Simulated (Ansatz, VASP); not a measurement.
# Two plane-wave programs on Ge

```
Ge
1.0
    -1.47378    1.47378    2.14250
     1.47378   -1.47378    2.14250
     1.47378    1.47378   -2.14250
Ge
1
Direct
  0.00000 0.00000 0.00000
```

Alike in both runs: functional PBEsol; k mesh 8 × 8 × 8; occupations gaussian, width 0.1 eV; no spin polarisation.

Ansatz relaxed the structure, and its values are those at the end. VASP's run is a single point on that final structure, the one shown.

|  | VASP | Ansatz |
| --- | --- | --- |
| version | VASP 6.6.1 | Ansatz 0.2.0 |
| potentials or method | VASP PAW PBE potentials, release 64 (Ge_d) | scalar-relativistic, plane waves, PAW |
| plane-wave cutoff (eV) | 520 | 420 |
| valence electrons in the cell | 14 | 14 |

|  | VASP | Ansatz | Ansatz less VASP |
| --- | --- | --- | --- |
| gap on the k mesh at the Fermi level (eV) | none | none | - |
| pressure (GPa) | 0.0 | 0.1 | +0.03 |

A gap of «none» marks a metal or a gap that the smearing closes. With one functional, cell and mesh, what is left measures potentials, basis and numerics.

Caveats: the k mesh is coarse (spacing up to 0.38 Å⁻¹), so the values aren't converged; the PAW data sets were made with another functional, which shifts forces and pressure a little (VASP).
